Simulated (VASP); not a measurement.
Crystal: AlN.

```
Al N
1.0
     3.11300    0.00000    0.00000
    -1.55650    2.69594    0.00000
     0.00000    0.00000    4.98100
Al N
2 2
Direct
  0.33333 0.66667 0.00000
  0.66667 0.33333 0.50000
  0.33333 0.66667 0.38000
  0.66667 0.33333 0.88000
```

- Program: VASP 6.6.1
- Task: relaxation of cell and atoms
- Functional: LDA
- Potentials or basis: VASP PAW LDA potentials, release 64 (Al, N)
- Cutoff: 600 eV
- k mesh: 12 × 12 × 7
- Occupations: fermi-dirac, width 0.05 eV
- Spin: no spin polarisation

At the start: pressure -4.2 GPa; volume 10.45 Å³/atom.

Question: How do energy, volume and symmetry change on relaxing?

Answer: Over 8 steps the energy falls by 3.2 meV/atom and the volume is 10.24 Å³/atom (-2.1 %); space group P6_3mc (No. 186, to 0.05 Å).

Step by step:
| step | energy change (eV) | largest force (eV/Å) | pressure (GPa) | volume (Å³) |
| --- | --- | --- | --- | --- |
| 1 | 0.0000 | 0.1193 | -4.17 | 41.80 |
| 2 | -0.0013 | 0.0856 | 4.22 | 40.18 |
| 3 | -0.0124 | 0.0188 | -0.02 | 40.96 |
| 4 | -0.0124 | 0.0168 | 0.07 | 40.94 |
| 5 | -0.0126 | 0.0119 | 0.09 | 40.93 |
| 6 | -0.0126 | 0.0074 | 0.11 | 40.92 |
| 7 | -0.0126 | 0.0087 | -0.12 | 40.97 |
| 8 | -0.0126 | 0.0001 | 0.00 | 40.94 |

Final structure:
```yaml
crystal:
  lattice:
    - [3.09129, 0.00000, 0.00000]
    - [-1.54564, 2.67713, 0.00000]
    - [0.00000, 0.00000, 4.94741]
  atoms:
    - { symbol: Al, position: [0.33333, 0.66667, 0.99901] }
    - { symbol: Al, position: [0.66667, 0.33333, 0.49901] }
    - { symbol: N, position: [0.33333, 0.66667, 0.38099] }
    - { symbol: N, position: [0.66667, 0.33333, 0.88099] }
```
